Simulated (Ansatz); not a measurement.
**HfC: equation of state**

How stiff is HfC, and at what volume does the pressure vanish? The cell is scaled evenly, atoms carried along, and solved with LAPW, PAW and all-electron datasets made for the crystal.

Method: DFT PBE, scalar-relativistic, in Ansatz 0.2.0.

## (1) The starting structure

It takes space group Fm-3m (No. 225, cubic). Conventional cell: a = 4.650 Å, b = 4.650 Å, c = 4.650 Å, α = 90.00°, β = 90.00°, γ = 90.00°. Around Hf (site symmetry m-3m) lie 6 C at 2.33 Å. C (site symmetry m-3m) is surrounded by 6 Hf at 2.33 Å.

Structure file:

```
CELL_PARAMETERS angstrom
0.00000 2.32500 2.32500
2.32500 0.00000 2.32500
2.32500 2.32500 0.00000
ATOMIC_POSITIONS crystal
Hf 0.50000 0.50000 0.50000
C 0.00000 0.00000 0.00000
```

The cell is a deposited one (Crystallography Open Database entry 1539502); the temperature and pressure of the measurement aren't taken into account, and nothing was relaxed.

Atoms are numbered in the order of the input: Hf1, C2.

## (2) Volume × 0.9405, LAPW

The input, input.yaml:

```yaml
crystal:
  lattice:
    - [0.0, 2.2779414499, 2.2779414499]
    - [2.2779414499, 0.0, 2.2779414499]
    - [2.2779414499, 2.2779414499, 0.0]
  atoms:
    - { symbol: Hf, position: [0.5, 0.5, 0.5] }
    - { symbol: C, position: [0.0, 0.0, 0.0] }
kpoints:
  mp_grid: { grid: [12, 12, 12] }
scf:
  occupations: { method: fermi_dirac, width: 0.05 }
hamiltonian:
  xc: pbe
  pseudopotentials: { kind: all_electron, lapw: { basis_error: 0.00025 } }
output:
  forces: true
  stress: true
  eigenvalues: true
```

What it wrote, cut to the lines that bear on the results:

```text
LAPW: plane waves up to 9.851 Å⁻¹, error target 2.5e-4 eV per atom; small_component_spin mean_spin; C in spheres of 0.939 Å, 6 of its electrons in bands, Dirac shells []; Hf in spheres of 1.339 Å, 42 of its electrons in bands, Dirac shells []
[...]
Pseudopotentials: kind: all_electron
Pseudopotential: Hf, LAPW, valence charge 42, Koelling and Harmon's equation, gaussian nucleus
Pseudopotential: C, LAPW, valence charge 6, Koelling and Harmon's equation, gaussian nucleus
Functional definition: PBE
[...]
Crystal: 2 atoms, lattice volume = 23.641 Å³
Basis set: ecut = 369.7553143655103 eV, 387 PW (Γ), exchange–correlation at level 2
Bands: 29, of which v1, the nominal top of the filled ones, is band 24 counted from 1 (23 counted from 0)
Symmetry: 48 space group operations
Space group: Fm-3m (ITA 225), of the structure as read, at distance tolerance 2.9e-5 Å
k-points: 72 of 1728
[...]
SCF iter   1: F=—  HF=-411290.854092 eV  |F-HF|=—  |Δ(HF+E_count)|=         —  Δρ=1.35e-1  dr2=5.80e0  ethr=1.21e-2  ⟨swp⟩=2.0  Hψ=12686  notcnv=0
[...]
the basis was enlarged: its passes take 1.3 MiB over the memory plan, 1 of 1 planned eigensolver slots
[...]
SCF iter   8: F=-411288.871111 eV  HF=-411288.871111 eV  |F-HF|=3.11e-8  |Δ(HF+E_count)|=   6.61e-7  Δρ=1.00e-5  dr2=2.22e-8  ethr=3.69e-10  ⟨swp⟩=3.0  Hψ=6447  notcnv=0
[...]
SCF converged after 8 iterations
Free energy (F): -411288.871111 eV
[...]
E sigma→0 (E₀):  -411288.869881 eV
Entropy (-TS):   -0.002459 eV (-1.230 meV/atom)
Fermi energy:    21.929017 eV
[...]
--- Forces (eV/Å), atoms counted from 1 ---
  atom   1  Hf    -0.00000000     0.00000000    -0.00000000
  atom   2  C     -0.00000000     0.00000000    -0.00000000
[...]
--- Stress (GPa, compression-positive) ---
       16.566772       0.000000      -0.000000
        0.000000      16.566772      -0.000000
       -0.000000      -0.000000      16.566772
  P = ⅓ Tr σ = 16.5668 GPa (165.668 kbar)
--- Band table (eV; the first three rows and the last of 72) ---
[...]
```

Run time: 22 s. Hardware: 1 thread, shared host.

Read from it: pressure 16.57 GPa; no gap.

## (3) Volume × 0.9405, PAW

input.yaml: that of step 2 with these lines changed.

```diff
@@ -14,3 +14,3 @@
   xc: pbe
-  pseudopotentials: { kind: all_electron, lapw: { basis_error: 0.00025 } }
+  pseudopotentials: { kind: paw }
 output:
@@ -19 +19,2 @@
   eigenvalues: true
+  efg: { contact_densities: true }
```

What it wrote, cut to the lines that bear on the results:

```text
Hf: output.efg is read without spin–orbit coupling, which moves field gradients at and beside such atoms by some per cent and up to a factor of two; PAW files take it under magnetization.noncollinear and magnetization.spin_orbit
[...]
Pseudopotentials: kind: paw
Pseudopotential: Hf, paw, valence charge 26, recommended cutoff 420 eV (normal)
Pseudopotential: C, paw, valence charge 4, recommended cutoff 420 eV (normal)
[... 1 set-up line as earlier in the session ...]
[...]
Crystal: 2 atoms, lattice volume = 23.641 Å³
Basis set: ecut = 420 eV, 459 PW (Γ), exchange–correlation on 48×48×48 points (8 copies of the dense FFT grid, shifted against one another)
Bands: 19, of which v1, the nominal top of the filled ones, is band 15 counted from 1 (14 counted from 0)
[... 2 set-up lines as earlier in the session ...]
k-points: 72 of 1728
[...]
  atom   1  Hf     0.00000000    -0.00000000     0.00000000
  atom   2  C     -0.00000000     0.00000000    -0.00000000
[...]
--- Stress (GPa, compression-positive) ---
       16.510477       0.000000      -0.000000
        0.000000      16.510477       0.000000
        0.000000      -0.000000      16.510477
  P = ⅓ Tr σ = 16.5105 GPa (165.105 kbar)
--- PAW observables at the nuclei: V_zz in 10²¹ V/m², potentials from the cell's mean, atoms counted from 1 ---
  atom   1  Hf V_zz =    +0.000000   η = 0.0000   by run symmetry: forbidden
            electrostatic potential = -14186.331284 V   contact ρ = 7528581.244177 e/Å³
  atom   2  C  V_zz =    -0.000000   η = 0.0000   by run symmetry: forbidden
            electrostatic potential = -429.179218 V   contact ρ = 869.206154 e/Å³
--- Band table (eV; the first three rows and the last of 72) ---
  k-point 0: bands = ["-39.3811", "-7.8194", "-7.8194", "-7.8194", "8.8621", "10.6713", "10.6719", "10.6719", "10.6719", "10.7771", "10.7771", "10.7771", "22.5965", "22.5965", "22.5965", "22.8698", "22.8698", "22.8698", "25.0439"]
[...]
```

Wall time 3.5 s (1 thread, shared host).

This run gives: pressure 16.51 GPa; no gap.

## (4) Volume × 0.9405, crystal datasets

input.yaml: that of step 3 with these lines changed.

```diff
@@ -14,3 +14,3 @@
   xc: pbe
-  pseudopotentials: { kind: paw }
+  pseudopotentials: { kind: all_electron, datasets: crystal }
 output:
```

What it wrote, cut to the lines that bear on the results:

```text
[...]
Hf: output.efg is read without spin–orbit coupling, which moves field gradients at and beside such atoms by some per cent and up to a factor of two; PAW files take it under magnetization.noncollinear and magnetization.spin_orbit
[...]
[... 1 set-up line as earlier in the session ...]
Pseudopotential: Hf, paw, valence charge 26, recommended cutoff 420 eV (normal), Koelling and Harmon's equation, gaussian nucleus
Pseudopotential: C, paw, valence charge 4, recommended cutoff 420 eV (normal), Koelling and Harmon's equation, gaussian nucleus
[... 1 set-up line as earlier in the session ...]
[...]
Crystal: 2 atoms, lattice volume = 23.641 Å³
Basis set: ecut = 420 eV, 459 PW (Γ), exchange–correlation on 48×48×48 points (8 copies of the dense FFT grid, shifted against one another)
Bands: 19, of which v1, the nominal top of the filled ones, is band 15 counted from 1 (14 counted from 0)
[... 1 set-up line as earlier in the session ...]
[...]
  atom   1  Hf     0.00000000    -0.00000000     0.00000000
  atom   2  C     -0.00000000    -0.00000000    -0.00000000
[...]
--- Stress (GPa, compression-positive) ---
       16.565210       0.000000      -0.000000
        0.000000      16.565210      -0.000000
        0.000000       0.000000      16.565210
  P = ⅓ Tr σ = 16.5652 GPa (165.652 kbar)
--- PAW observables at the nuclei: V_zz in 10²¹ V/m², potentials from the cell's mean, atoms counted from 1 ---
  atom   1  Hf V_zz =    -0.000000   η = 0.0000   by run symmetry: forbidden
            electrostatic potential = -14186.320135 V   contact ρ = 7525176.404189 e/Å³
  atom   2  C  V_zz =    +0.000000   η = 0.0000   by run symmetry: forbidden
            electrostatic potential = -429.192348 V   contact ρ = 869.355664 e/Å³
--- Band table (eV; the first three rows and the last of 72) ---
  k-point 0: bands = ["-39.0041", "-7.4405", "-7.4405", "-7.4405", "9.2396", "11.0472", "11.0477", "11.0477", "11.0477", "11.1528", "11.1528", "11.1528", "22.9773", "22.9773", "22.9773", "23.2452", "23.2452"]
[...]
```

Run time: 10 s. Hardware: 1 thread, shared host.

Read from it: pressure 16.57 GPa; no gap.

## (5) Volume × 0.97, LAPW

The input, input.yaml:

```yaml
crystal:
  lattice:
    - [0.0, 2.3015135457, 2.3015135457]
    - [2.3015135457, 0.0, 2.3015135457]
    - [2.3015135457, 2.3015135457, 0.0]
  atoms:
    - { symbol: Hf, position: [0.5, 0.5, 0.5] }
    - { symbol: C, position: [0.0, 0.0, 0.0] }
kpoints:
  mp_grid: { grid: [12, 12, 12] }
scf:
  occupations: { method: fermi_dirac, width: 0.05 }
hamiltonian:
  xc: pbe
  pseudopotentials: { kind: all_electron, lapw: { basis_error: 0.00025 } }
output:
  forces: true
  stress: true
  eigenvalues: true
```

What it wrote, cut to the lines that bear on the results:

```text
LAPW: plane waves up to 9.741 Å⁻¹, error target 2.5e-4 eV per atom; small_component_spin mean_spin; C in spheres of 0.950 Å, 6 of its electrons in bands, Dirac shells []; Hf in spheres of 1.351 Å, 42 of its electrons in bands, Dirac shells []
[...]
[... 4 set-up lines as earlier in the session ...]
[...]
Crystal: 2 atoms, lattice volume = 24.382 Å³
Basis set: ecut = 361.5171272450295 eV, 339 PW (Γ), exchange–correlation at level 2
Bands: 29, of which v1, the nominal top of the filled ones, is band 24 counted from 1 (23 counted from 0)
[... 2 set-up lines as earlier in the session ...]
k-points: 72 of 1728
[...]
SCF iter   1: F=—  HF=-411290.913116 eV  |F-HF|=—  |Δ(HF+E_count)|=         —  Δρ=1.32e-1  dr2=5.85e0  ethr=1.22e-2  ⟨swp⟩=2.0  Hψ=12469  notcnv=0
[...]
the basis was enlarged: its passes take 985.9 KiB over the memory plan, 1 of 1 planned eigensolver slots
[...]
SCF iter   8: F=-411288.927215 eV  HF=-411288.927215 eV  |F-HF|=1.51e-9  |Δ(HF+E_count)|=   9.70e-8  Δρ=4.28e-6  dr2=2.50e-9  ethr=1.52e-10  ⟨swp⟩=3.0  Hψ=6531  notcnv=0
[...]
SCF converged after 8 iterations
Free energy (F): -411288.927215 eV
[...]
E sigma→0 (E₀):  -411288.926055 eV
Entropy (-TS):   -0.002319 eV (-1.159 meV/atom)
Fermi energy:    21.202091 eV
[...]
--- Forces (eV/Å), atoms counted from 1 ---
  atom   1  Hf    -0.00000000     0.00000000    -0.00000000
  atom   2  C     -0.00000000    -0.00000000     0.00000000
[...]
--- Stress (GPa, compression-positive) ---
        7.892098      -0.000000      -0.000000
       -0.000000       7.892098       0.000000
       -0.000000       0.000000       7.892098
  P = ⅓ Tr σ = 7.8921 GPa (78.921 kbar)
--- Band table (eV; the first three rows and the last of 72) ---
[...]
```

Run time: 22 s. Hardware: 1 thread, shared host.

In short: pressure 7.89 GPa; no gap.

## (6) Volume × 0.97, PAW

input.yaml: that of step 5 with these lines changed.

```diff
@@ -14,3 +14,3 @@
   xc: pbe
-  pseudopotentials: { kind: all_electron, lapw: { basis_error: 0.00025 } }
+  pseudopotentials: { kind: paw }
 output:
@@ -19 +19,2 @@
   eigenvalues: true
+  efg: { contact_densities: true }
```

What it wrote, cut to the lines that bear on the results:

```text
Hf: output.efg is read without spin–orbit coupling, which moves field gradients at and beside such atoms by some per cent and up to a factor of two; PAW files take it under magnetization.noncollinear and magnetization.spin_orbit
[...]
[... 4 set-up lines as earlier in the session ...]
[...]
Crystal: 2 atoms, lattice volume = 24.382 Å³
Basis set: ecut = 420 eV, 531 PW (Γ), exchange–correlation on 48×48×48 points (8 copies of the dense FFT grid, shifted against one another)
Bands: 19, of which v1, the nominal top of the filled ones, is band 15 counted from 1 (14 counted from 0)
[... 2 set-up lines as earlier in the session ...]
k-points: 72 of 1728
[...]
  atom   1  Hf     0.00000000    -0.00000000     0.00000000
  atom   2  C     -0.00000000     0.00000000     0.00000000
[...]
--- Stress (GPa, compression-positive) ---
        7.841574      -0.000000       0.000000
        0.000000       7.841574       0.000000
        0.000000       0.000000       7.841574
  P = ⅓ Tr σ = 7.8416 GPa (78.416 kbar)
--- PAW observables at the nuclei: V_zz in 10²¹ V/m², potentials from the cell's mean, atoms counted from 1 ---
  atom   1  Hf V_zz =    +0.000000   η = 0.0000   by run symmetry: forbidden
            electrostatic potential = -14185.465075 V   contact ρ = 7528575.691783 e/Å³
  atom   2  C  V_zz =    +0.000000   η = 0.0000   by run symmetry: forbidden
            electrostatic potential = -428.358502 V   contact ρ = 869.149888 e/Å³
--- Band table (eV; the first three rows and the last of 72) ---
  k-point 0: bands = ["-40.2040", "-8.6517", "-8.6517", "-8.6517", "8.3170", "9.8406", "9.8454", "9.8454", "9.8454", "9.9377", "9.9377", "9.9377", "21.8679", "21.8679", "21.8679", "22.1676", "22.1676", "22.1676", "24.2527"]
[...]
```

Run time: 3.7 s. Hardware: 1 thread, shared host.

This run gives: pressure 7.84 GPa; no gap.

(Part 1 of 2 ends here.)
